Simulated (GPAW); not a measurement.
## CdS (Hawleyite) in GPAW: the effect of volume scale

Crystal: CdS (Hawleyite).

```
CELL_PARAMETERS angstrom
0.00000 2.85696 2.85696
2.85696 0.00000 2.85696
2.85696 2.85696 0.00000
ATOMIC_POSITIONS crystal
Cd 0.00000 0.00000 0.00000
S 0.75000 0.75000 0.75000
```

Alike in all runs:

* Program: GPAW 26.7.0
* Task: dielectric tensor
* Functional: LDA
* Potentials or basis: the program's PAW data sets (release 1.2.1) made for this functional
* Cutoff: 400 eV
* Basis: pw
* k mesh: 6 × 6 × 6
* Occupations: fermi-dirac, width 0.001 eV
* Spin: no spin polarisation

```csv
volume scale,gap on the mesh (eV),dielectric constant (mean)
0.94,0.97,6.34
0.96,0.93,6.38
0.98,0.88,6.43
1,0.84,6.48
1.02,0.80,6.54
1.04,0.76,6.61
1.06,?,?
```

What does the run with volume scale 1.06 give?

gap on the mesh 0.72 eV; dielectric constant 6.69 mean.

Worked out: A straight line through the other rows of the gap on the mesh, of slope -2.11 eV per unit of volume scale, extrapolates to 0.72 eV, against the run's 0.72. A parabola through the other rows of the dielectric constant, of slope 3.87  per unit of volume scale there, extrapolates to 6.68 , against the run's 6.69.

Caveats: the long-wavelength limit can be off by several per cent where d states take part.

A k mesh can miss the band edges.
